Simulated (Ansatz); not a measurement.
**Nb2NS2 MXene bilayer (AA) in a perpendicular field**

Wanted: the out-of-plane response of the Nb2NS2 MXene bilayer (AA). A positive field points along +c.

Method: plane-wave DFT, PBEsol-D3(BJ), Ansatz PAW, in Ansatz 0.2.0.

**1. Starting point**

The cell holds 10 atoms: 4 S, 4 Nb and 2 N. Its edges and angles: a = 3.079 Å, b = 3.079 Å, c = 61.038 Å, α = 90.0°, β = 90.0°, γ = 120.0°. Regions: layer 1: Nb2NS2 MXene, 5 atoms (2 S, 2 Nb and 1 N); layer 2: Nb2NS2 MXene, 5 atoms (2 S, 2 Nb and 1 N). Vacuum lies along c.

**2. Relaxing the slab**

The starting cell is a guess, so the in-plane lattice and the atoms are relaxed first, with the slab cut off from its images along the normal.

Contents of input.yaml:

```yaml
crystal:
  lattice:
    - [3.079076, 0.0, 0.0]
    - [-1.539538, 2.6665580362, 0.0]
    - [0.0, 0.0, 61.0379188127]
  atoms:
    - { symbol: S, position: [0.3333333333, 0.6666666667, 0.3768149447] }
    - { symbol: Nb, position: [0.6666666667, 0.3333333333, 0.4062156579], spin: 1.0 }
    - { symbol: "N", position: [0.0, 0.0, 0.4261200285] }
    - { symbol: Nb, position: [0.3333333333, 0.6666666667, 0.4460243991], spin: 1.0 }
    - { symbol: S, position: [0.6666666667, 0.3333333333, 0.4754251123] }
    - { symbol: S, position: [0.3333333333, 0.6666666667, 0.5245748877] }
    - { symbol: Nb, position: [0.6666666667, 0.3333333333, 0.5539756009], spin: -1.0 }
    - { symbol: "N", position: [0.0, 0.0, 0.5738799715] }
    - { symbol: Nb, position: [0.3333333333, 0.6666666667, 0.5937843421], spin: -1.0 }
    - { symbol: S, position: [0.6666666667, 0.3333333333, 0.6231850553] }
  periodic: [true, true, false]
magnetization:
  spin_polarized: true
kpoints:
  mp_grid: { grid: [12, 12, 1] }
hamiltonian:
  xc: pbesol
  dispersion: d3bj
scf:
  occupations: { method: fermi_dirac, width: 0.05 }
  convergence: { dr2_threshold: 1.0e-09 }
relax:
  f_tol: 0.004
  max_steps: 90
  cell: {}
output:
  write_potential: true
  write_density: true
  volumetric_format: npy
```

On the command line:

```console
$ ansatz run input.yaml --threads 4 --pin off --max-ram 6144MiB --backend cpu --events-out ev --progress --plain --runs-dir out
```

Numbers of over 12 decimals in the logs are rounded to 6 here.

Output:

```text
Warning: relax.cell: scf.convergence.dr2_threshold = 1e-9 eV is looser than the 1.59515741278e-10 eV advised for a relaxation that steers and ends on the stress (1e-10 eV for each atom of the cell: 10, times the square of relax.cell.stress_2d_tol = 0.05 N/m over 25.0 Å (the atoms' height at the walk's start and 5 Å past either face), 1.997e-2 GPa, over a crystal's default 0.05). What an SCF threshold leaves in a stress goes as its square root, and in the free energy as the threshold itself, and one threshold admits the most on a small cell: [figures from the program's tests cut] Set scf.convergence.dr2_threshold to 1.59515741278e-10 eV or tighter. [rest of the remark cut]
Engine: ansatz 0.2.0, x86_64-unknown-linux-gnu
Pseudopotentials: kind: paw
Pseudopotential: S, paw, valence charge 6, recommended cutoff 420 eV (normal), S.paw.azcp
Pseudopotential: Nb, paw, valence charge 13, recommended cutoff 420 eV (normal), Nb.paw.azcp
Pseudopotential: N, paw, valence charge 5, recommended cutoff 420 eV (normal), N.paw.azcp
Functional definition: PBEsol
  exchange = pbesol_x
  correlation = pbesol_c
Crystal: 10 atoms, lattice volume = 501.154 Å³
Basis set: ecut = 420 eV, 9755 PW (Γ), exchange–correlation on 48×48×864 points (8 copies of the dense FFT grid, shifted against one another)
Bands: 55, of which v1, the nominal top of the filled ones, is band 43 counted from 1 (42 counted from 0)
Symmetry: 6 space group operations
Space group: P3m1 (ITA 156), of the structure as read, at distance tolerance 7.9e-5 Å
Magnetic group: BNS 164.87 (UNI 1317), of the structure as read, at distance tolerance 7.9e-5 Å
k-points: 19 of 144 (time reversal used)
Non-local potential: S, projectors of the file, l = 0: 2, l = 1: 2, l = 2: 2
Non-local potential: Nb, projectors of the file, l = 0: 3, l = 1: 2, l = 2: 2, l = 3: 1
Non-local potential: N, projectors of the file, l = 0: 2, l = 1: 2, l = 2: 1
PAW form: soft (Blöchl's): semilocal exchange-correlation on the pseudo side does not see the compensation charge
PAW frozen core: S, regenerated for the run's functional, and the local potential with it (the file was generated under x = pbe(κ = 0.804, μ = 0.219515), c = pbe(β = 0.066725))
PAW frozen core: Nb, regenerated for the run's functional, and the local potential with it (the file was generated under x = pbe(κ = 0.804, μ = 0.219515), c = pbe(β = 0.066725))
PAW frozen core: N, regenerated for the run's functional, and the local potential with it (the file was generated under x = pbe(κ = 0.804, μ = 0.219515), c = pbe(β = 0.066725))
PAW one-centre angular grid: S, 110 points (default); XC on 64 Gauss nodes
PAW one-centre angular grid: Nb, 590 points (default); XC on 64 Gauss nodes
PAW one-centre angular grid: N, 110 points (default); XC on 64 Gauss nodes
Initial density: superposition of atomic densities (neutral atoms: chi_scale 0, normalization atom)
Starting moments: Σ|m| = 4 μB on 4 of 10 sites
Starting magnetic order: antiferromagnet; an inversion exchanges its spin sublattices: spin-degenerate at every k-point
Initial wavefunctions: pseudopotential atomic-orbital guess
Functional: x = pbesol(κ = 0.804, μ = 0.123457), c = pbesol(β = 0.046)
SCF iter   1: F=—  HF=-22298.474795 eV  |F-HF|=—  |Δ(HF+E_count)|=         —  Δρ=3.28e-2 (↑3.28e-2 ↓3.28e-2)  dr2=2.77e1  dr2_m=2.76e-1  M=-0.000 μB ∫|m|=1.774 μB  β_m=0.30  ethr=3.10e-3  ⟨swp⟩=12.6  Hψ=15078  notcnv=0  defer=20
Mixer restart at iter 1: flushing history
preconditioner: auto → LDOS  [metal: Δε(μ)=0.056 eV  Ē_g=9.141 eV  σ=0.050 eV  W_gap=0.27  n_scr=38 (ndim 8)  ℏωp=12.2 eV  f_vac=0.692  D(μ)=4.84/eV (n_scr^D=24)]
spin=Collinear: LDOS preconditioning applied to the charge; magnetization (m = ρ↑ − ρ↓) channel mixes plain (no charge-response kernel on spin).
SCF iter   2: F=—  HF=-22294.485271 eV  |F-HF|=—  |Δ(HF+E_count)|=    3.99e0  Δρ=2.11e-2 (↑2.11e-2 ↓2.11e-2)  dr2=1.16e1  dr2_m=1.62e-1  M=0.000 μB ∫|m|=1.535 μB  β_m=0.54  ethr=3.10e-3  ⟨swp⟩=4.7  Hψ=5311  notcnv=0  defer=102
SCF iter   3: F=—  HF=-22292.449586 eV  |F-HF|=—  |Δ(HF+E_count)|=    2.04e0  Δρ=3.90e-3 (↑3.90e-3 ↓3.88e-3)  dr2=1.96e-1  dr2_m=2.81e-2  M=-0.002 μB ∫|m|=0.858 μB  β_m=0.60  ethr=3.10e-3  ⟨swp⟩=4.4  Hψ=5247  notcnv=0  defer=94
SCF iter   4: F=—  HF=-22292.571310 eV  |F-HF|=—  |Δ(HF+E_count)|=         —  Δρ=2.63e-3 (↑2.63e-3 ↓2.63e-3)  dr2=1.67e-2  dr2_m=2.82e-2  M=-0.000 μB ∫|m|=0.272 μB  β_m=0.60  ethr=2.28e-4  ⟨swp⟩=5.3  Hψ=6287  notcnv=0  defer=64
SCF iter   5: F=—  HF=-22292.570476 eV  |F-HF|=—  |Δ(HF+E_count)|=   8.34e-4  Δρ=1.17e-3 (↑1.17e-3 ↓1.17e-3)  dr2=1.93e-3  dr2_m=5.93e-3  M=-0.000 μB ∫|m|=0.145 μB  β_m=0.80  ethr=1.95e-5  ⟨swp⟩=3.8  Hψ=5400  notcnv=0  defer=64
SCF iter   6: F=—  HF=-22292.571348 eV  |F-HF|=—  |Δ(HF+E_count)|=   8.72e-4  Δρ=2.43e-4 (↑2.43e-4 ↓2.37e-4)  dr2=3.20e-4  dr2_m=2.07e-4  M=0.000 μB ∫|m|=0.034 μB  β_m=0.78  ethr=2.25e-6  ⟨swp⟩=3.2  Hψ=4888  notcnv=0  defer=64
SCF iter   7: F=—  HF=-22292.571332 eV  |F-HF|=—  |Δ(HF+E_count)|=   1.67e-5  Δρ=7.00e-5 (↑6.98e-5 ↓7.00e-5)  dr2=2.14e-5  dr2_m=2.03e-5  M=0.000 μB ∫|m|=0.012 μB  β_m=0.84  ethr=3.72e-7  ⟨swp⟩=3.4  Hψ=4981  notcnv=0  defer=64
SCF iter   8: F=—  HF=-22292.571353 eV  |F-HF|=—  |Δ(HF+E_count)|=   2.11e-5  Δρ=2.05e-5 (↑2.03e-5 ↓2.05e-5)  dr2=9.49e-6  dr2_m=9.10e-7  M=0.000 μB ∫|m|=0.002 μB  β_m=0.76  ethr=2.49e-8  ⟨swp⟩=4.0  Hψ=5566  notcnv=0  defer=64
SCF iter   9: F=—  HF=-22292.571353 eV  |F-HF|=—  |Δ(HF+E_count)|=   1.75e-7  Δρ=7.70e-6 (↑7.69e-6 ↓7.70e-6)  dr2=3.12e-7  dr2_m=2.31e-7  M=0.000 μB ∫|m|=0.001 μB  β_m=0.83  ethr=1.10e-8  ⟨swp⟩=3.9  Hψ=4945  notcnv=0  defer=64
SCF iter  10: F=—  HF=-22292.571353 eV  |F-HF|=—  |Δ(HF+E_count)|=   3.84e-7  Δρ=1.88e-6 (↑1.85e-6 ↓1.88e-6)  dr2=2.42e-8  dr2_m=1.30e-8  M=0.000 μB ∫|m|=0.000 μB  β_m=0.86  ethr=3.62e-10  ⟨swp⟩=3.1  Hψ=4928  notcnv=0  defer=64
SCF iter  11: F=—  HF=-22292.571353 eV  |F-HF|=—  |Δ(HF+E_count)|=   6.42e-8  Δρ=3.82e-7 (↑3.82e-7 ↓3.68e-7)  dr2=1.50e-9  dr2_m=3.68e-10  M=0.000 μB ∫|m|=0.000 μB  β_m=0.83  ethr=2.82e-11  ⟨swp⟩=3.4  Hψ=5158  notcnv=0  defer=64
SCF iter  12: F=-22292.571353 eV  HF=-22292.571353 eV  |F-HF|=1.28e-9  |Δ(HF+E_count)|=   7.76e-9  Δρ=1.24e-7 (↑1.23e-7 ↓1.24e-7)  dr2=2.16e-10  dr2_m=4.06e-11  M=0.000 μB ∫|m|=0.000 μB  ethr=1.16e-12  ⟨swp⟩=8.9  Hψ=18531  notcnv=0
[...]
relax step  11: F+E_penalty+E_count = -22293.71315738 eV  Δ(F+E_penalty+E_count) = -1.413e-4 eV  max|allowed force component| = 2.079e-4 eV/Å  Δτ_max = 0.0008 Å  P = -0.004 N/m  Ω = 552.911 Å³  energy of the carried Pulay correction = -1.889e-4 eV  fix = [c, alpha, beta]  reactions: c -0.000 N/m  (7 SCF iters, accepted)
iter 1 solved again at ethr=2.32e-7 eV; its pass at ethr=3.10e-3 eV (dr2=2.00e-4 eV) is discarded
SCF iter   1: F=—  HF=-22293.713306 eV  |F-HF|=—  |Δ(HF+E_count)|=         —  Δρ=2.04e-6 (↑2.04e-6 ↓2.04e-6)  dr2=1.48e-8  dr2_m=1.63e-11  M=-0.000 μB ∫|m|=0.000 μB  β_m=0.65  ethr=2.32e-7  ⟨swp⟩=7.3  Hψ=25780  notcnv=0
eigensolver tolerance schedule: the retry pair's looser diagonalisation over-reported the residual by 13486.60 of it (diagonalisation noise at an unbounded share of the residual, at the tolerance the schedule requests for it); recorded, not acted on — ethr = c·dr2/N_el stays at c = 1.0e-1
preconditioner: auto → LDOS  [metal: Δε(μ)=0.035 eV  Ē_g=8.338 eV  σ=0.050 eV  W_gap=0.18  n_scr=34 (ndim 8)  ℏωp=11.6 eV  f_vac=0.719  D(μ)=2.79/eV (n_scr^D=18)]
spin=Collinear: LDOS preconditioning applied to the charge; magnetization (m = ρ↑ − ρ↓) channel mixes plain (no charge-response kernel on spin).
SCF iter   2: F=—  HF=-22293.713361 eV  |F-HF|=—  |Δ(HF+E_count)|=   5.47e-5  Δρ=7.37e-7 (↑7.36e-7 ↓7.37e-7)  dr2=6.64e-9  dr2_m=4.51e-12  M=-0.000 μB ∫|m|=0.000 μB  β_m=0.45  ethr=1.72e-11  ⟨swp⟩=6.9  Hψ=9796  notcnv=0
SCF iter   3: F=—  HF=-22293.713364 eV  |F-HF|=—  |Δ(HF+E_count)|=   2.52e-6  Δρ=5.00e-7 (↑5.00e-7 ↓5.00e-7)  dr2=7.51e-10  dr2_m=2.88e-12  M=-0.000 μB ∫|m|=0.000 μB  β_m=0.64  ethr=7.72e-12  ⟨swp⟩=3.0  Hψ=3450  notcnv=0
SCF iter   4: F=-22293.713369 eV  HF=-22293.713369 eV  |F-HF|=3.56e-7  |Δ(HF+E_count)|=   5.16e-6  Δρ=7.26e-8 (↑7.26e-8 ↓7.23e-8)  dr2=5.00e-11  dr2_m=3.85e-13  M=0.000 μB ∫|m|=0.000 μB  ethr=1.00e-12  ⟨swp⟩=15.6  Hψ=20115  notcnv=0
the starting moments were not kept: the SCF closed with an absolute magnetisation of 1.2e-6 μB, where they sum to 4 μB in size (4 sites). That is at most 0.1 of that sum. Measured as dr2_m measures the in/out step, that magnetisation stands 1.0e-13 eV from none, at or under the dr2_threshold of 1.0e-9 eV: it is no larger than a step whose dr2_m would equal this threshold.
SCF 12 converged in 4 iterations: F = -22293.713369 eV  dr2 = 5.00e-11
relax step  12: F+E_penalty+E_count = -22293.71336916 eV  Δ(F+E_penalty+E_count) = -2.118e-4 eV  max|allowed force component| = 2.098e-4 eV/Å  Δτ_max = 0.0000 Å  P = -0.003 N/m  Ω = 552.911 Å³  fix = [c, alpha, beta]  reactions: c -0.000 N/m  stress off target by 3.40e-3 N/m on what of the cell is left free  SCF on the basis re-selected at this cell (its energy is not comparable with the rows above)  (4 SCF iters)
basis re-selected at this cell: Δ(F+E_penalty+E_count) = -2.118e-4 eV, ΔP = +0.001 N/m vs the last step (what re-selecting the basis moved, of the pressure what is left beyond the Pulay correction that the steps carried, after the strain that the cell walked since its last selection, with what the two solves' SCF thresholds leave and, on support functions, any second-order correction that the steps lacked; it is no m [...]
WARN: The output density's exchange-correlation potential varies sharply where the density is thin. Do not read a vacuum level from v_tot or v_xc, or from such a field of the output density. On a cell that repeats whose density bears no net charge and no dipole along the vacuum's axis use v_es (v_loc + v_h of the components); under efield.dipole_correction with no amplitude use v_es + v_field, which holds any externa [...]
SCF converged after 4 iterations
Magnetization: 0.0000 μB (43.0000 up, 43.0000 down)
Absolute magnetization: 0.0000 μB (∫|ρ↑−ρ↓|, with the PAW one-centre terms)
Spin contamination: 0.0000 ħ² per cell (⟨S²⟩ above its minimum at these occupations)
Per-site moments (μB) at R_I (Å): [(-5.892819897517517e-8, 1.016727), (1.0135151467817204e-7, 0.900781), (-1.65195659115359e-7, 0.900781), (6.13648875489828e-8, 0.901550), (-2.481046593676764e-8, 1.014992), (2.3812450207672338e-8, 1.014992), (-5.998565125348166e-8, 0.901550), (1.5760113183081572e-7, 0.900781), (-9.76541063138756e-8, 0.900781), (5.672313257567686e-8, 1.016727)]
Free energy (F): -22293.713369 eV
Harris-Foulkes:  -22293.713369 eV  (|F-HF|=3.56e-7)
Internal energy: -22293.689613 eV  (E = F + TS)
E sigma→0 (E₀):  -22293.701491 eV
Entropy (-TS):   -0.023756 eV (-2.376 meV/atom)
Fermi energy:    -5.369081 eV
--- Per-component energies (eV) ---
  E_band       = -2014.802638
  E_kinetic    = 2279.520449
  E_local      = -755822.109952  (includes V_loc(G=0)·N_el)
  E_nonlocal   = 686.057523
  E_hartree    = 376346.429122
  E_xc         = -1208.636991
  E_vxc        = -1361.042285  (∫ρ·V_xc dr)
  E_paw        = -14650.409804  (= ΣΔE_a)
  E_vpaw       = -490.089003  (= ΣTr[D̂ρ^β])
  E_aug_tail   = 0.000223  (compensation charges beyond the density's cutoff)
  E_ewald      = 370078.114257
  E_disp       = -3.713270  (pairwise vdW)
  E_core_change = 1.058831  (= ΣΔE_core)
  E_smearing   = -0.023756  (= −TS)
  E_closure    = 0.000000  (closes the sum)
  Σ components = -22293.713369   (vs F -22293.713369, Δ=0.00e0)
--- Forces (eV/Å), atoms counted from 1 ---
  atom   1  S      0.00000000    -0.00000000    -0.00020979
  atom   2  Nb    -0.00000000     0.00000000     0.00007090
  atom   3  N     -0.00000000     0.00000000     0.00004381
  atom   4  Nb     0.00000000    -0.00000000     0.00004453
  atom   5  S     -0.00000000     0.00000000    -0.00019503
  atom   6  S     -0.00000000    -0.00000000     0.00019490
  atom   7  Nb     0.00000000     0.00000000    -0.00004425
  atom   8  N      0.00000000    -0.00000000    -0.00004391
  atom   9  Nb     0.00000000    -0.00000000    -0.00007065
  atom  10  S      0.00000000     0.00000000     0.00020961
  max |Σ_I F_I| component: 1.08e-7 eV/Å
--- 2D stress c σ (N/m, compression-positive) ---
       -0.003405      -0.000000       0.000000
       -0.000000      -0.003405      -0.000000
        0.000000      -0.000000      -0.000000
  P = ½ c Tr σ = -0.0034 N/m
--- Band table (eV; the first three rows and the last of 38) ---
  k-point 0 ↑: bands = [... 39 lower, -6.7740, -6.1278, -6.1278, -6.0404, -6.0404, -5.8979, -5.6002, -4.6674, ... 8 higher]
  k-point 1 ↑: bands = [... 39 lower, -7.0166, -6.3605, -6.2952, -5.8020, -5.7087, -5.5745, -5.3537, -4.4488, ... 8 higher]
  k-point 2 ↑: bands = [... 39 lower, -7.2160, -6.9865, -6.7934, -5.5340, -5.4416, -5.2298, -5.0036, -4.3628, ... 8 higher]
  k-point 18 ↓: bands = [... 39 lower, -8.5660, -5.5279, -5.5279, -5.4540, -5.4540, -5.1982, -4.8928, -3.1147, ... 8 higher]
  the weakly bound empty levels are not read free of the cell's end (no_gap_told)
--- Relaxed structure (10 steps of the walk, 10 accepted, 2 SCFs on fresh bases) ---
  F+E_penalty+E_count = -22293.71336916 eV   max|allowed force component| = 2.098e-4 eV/Å   (the final SCF, on the basis selected at the relaxed cell)
  cell:  # Å, volume = 552.9113 Å³
    - [3.234168, 5.73955682439993e-18, 0]
    - [-1.617084, 2.800872, 0]
    - [0, 0, 61.0379188127]
  atoms:
    - { symbol: S, position: [0.333333, 0.666667, 0.388499] }
    - { symbol: Nb, position: [0.666667, 0.333333, 0.414859] }
    - { symbol: N, position: [5.346918331282612e-18, 0, 0.433408] }
    - { symbol: Nb, position: [0.333333, 0.666667, 0.452017] }
    - { symbol: S, position: [0.666667, 0.333333, 0.478271] }
    - { symbol: S, position: [0.333333, 0.666667, 0.521729] }
    - { symbol: Nb, position: [0.666667, 0.333333, 0.547983] }
    - { symbol: N, position: [-5.346918297953418e-18, 0, 0.566592] }
    - { symbol: Nb, position: [0.333333, 0.666667, 0.585141] }
    - { symbol: S, position: [0.666667, 0.333333, 0.611501] }
```

Run time: 3 min. Hardware: 4 threads of AMD EPYC 9R45, shared host; peak memory 1.9 GiB; 12 min of CPU time.

The steps of the relaxation:

| step | energy less that of the first step (eV) | largest force component (eV/Å) | volume (Å³) |
| --- | --- | --- | --- |
| 1 | 0.0000 | 1.4758 | 501.15 |
| 2 | -0.8173 | 0.5998 | 528.55 |
| 3 | -0.9644 | 0.5259 | 557.21 |
| 4 | -1.0732 | 0.0709 | 551.15 |
| 5 | -1.1173 | 0.1213 | 550.45 |
| 6 | -1.1204 | 0.0314 | 551.83 |
| 7 | -1.1206 | 0.0199 | 551.97 |
| 8 | -1.1207 | 0.0008 | 552.06 |
| 9* | -1.1418 | 0.0011 | 552.06 |
| 10 | -1.1417 | 0.0163 | 553.29 |
| 11 | -1.1418 | 0.0002 | 552.91 |
| 12* | -1.1420 | 0.0002 | 552.91 |

Relaxation steps marked * repeat the geometry before them on a plane-wave basis chosen anew for their cell, so energy and pressure can jump there.

Forces are held to the 6 operations that the run works with; a distortion that breaks them can't arise in this run.

| cell as run | before | after | change |
| --- | --- | --- | --- |
| a (Å) | 3.079 | 3.234 | +5.0 % |
| b (Å) | 3.079 | 3.234 | +5.0 % |

The atoms that moved most (Å, along periodic axes as changes of fractional coordinates times the final cell, across vacuum about the mean position):

| atom | dx | dy | dz | length |
| --- | --- | --- | --- | --- |
| S10 | 0.000 | 0.000 | -0.713 | 0.713 |
| S1 | 0.000 | 0.000 | 0.713 | 0.713 |
| Nb9 | 0.000 | 0.000 | -0.528 | 0.528 |
| Nb2 | 0.000 | 0.000 | 0.528 | 0.528 |
| N3 | 0.000 | 0.000 | 0.445 | 0.445 |
| N8 | 0.000 | 0.000 | -0.445 | 0.445 |
| Nb4 | 0.000 | 0.000 | 0.366 | 0.366 |
| Nb7 | 0.000 | 0.000 | -0.366 | 0.366 |

Numbers from this step:

```yaml
energy_at_zero_smearing: -22293.7015 eV
```

The lattice constant a goes from 3.079 to 3.234 Å.

(Part 1 of 3 ends here.)

[Logs are printed without paths, hosts, clocks, repeated set-up lines and the standing remarks that a program may print on its own settings, such as how far it seeks lower states.]

[Hosts, paths, dates, database ids (printed as entryN), source tags and the programs' standing remarks are cut or masked in the printed files.]

[Maps of the electrostatic potential energy from Ansatz leave out the sawtooth potential of an applied field or a dipole correction, so their vacuum need not be flat; planar profiles and work functions include it.]
